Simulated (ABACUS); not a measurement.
Write the native input for ABACUS 3.10.1 that does the following.

```
Task                                          : single point
Functional                                    : PBE
Potentials or basis                           : PseudoDojo NC SR 0.4.1 PBE standard
Cutoff                                        : 1034 eV
Density cutoff                                : 4136 eV
Basis                                         : plane waves
k mesh                                        : 11 × 11 × 11
Occupations                                   : fermi-dirac, width 0.05 eV
Spin                                          : no spin polarisation
Radial cutoff of the potentials (pseudo_rcut) : 10 bohr
SCF threshold on the density                  : 1e-08
Max SCF steps                                 : 100
Eigensolver                                   : dav
Mixing                                        : broyden
Mixing share                                  : 0.7
Symmetry key                                  : 1
Bands                                         : 14
```

The system is Au.

```xyz
1
Lattice="0.0000 2.0350 2.0350 2.0350 0.0000 2.0350 2.0350 2.0350 0.0000" Properties=species:S:1:pos:R:3 pbc="T T T"
Au    0.0000    0.0000    0.0000
```

One way to write it, as run:

INPUT

```
INPUT_PARAMETERS
suffix              Au
calculation         scf
basis_type          pw
pseudo_dir          ./
symmetry            1
dft_functional      pbe
ecutwfc             76
pseudo_rcut         10
nspin               1
nbands              14
ks_solver           dav
smearing_method     fd
smearing_sigma      0.00367493
scf_thr             1e-08
scf_nmax            100
mixing_type         broyden
mixing_beta         0.7
cal_force           1
cal_stress          1
kpar                4
```

STRU

```
ATOMIC_SPECIES
Au 196.9666 Au.upf

LATTICE_CONSTANT
1.8897261246

LATTICE_VECTORS
0.0000000000 2.0350000000 2.0350000000
2.0350000000 0.0000000000 2.0350000000
2.0350000000 2.0350000000 0.0000000000

ATOMIC_POSITIONS
Direct

Au
0.0
1
0.0000000000 0.0000000000 0.0000000000 1 1 1
```

KPT

```
K_POINTS
0
Gamma
11 11 11 0 0 0
```

Potentials or basis: PseudoDojo NC SR 0.4.1 PBE standard, plane waves.

Command:

```bash
$ OMP_NUM_THREADS=1 mpirun -np 4 abacus > log
```

Results of the run:

```
Pressure               : 10.4 GPa
Band gap on the k mesh : none (metal or under the smearing width)
```

Run time: 2.8 s on 4 MPI ranks on AMD EPYC 9R14 (Zen 4) (shared host), peak memory 0.24 GiB a rank.
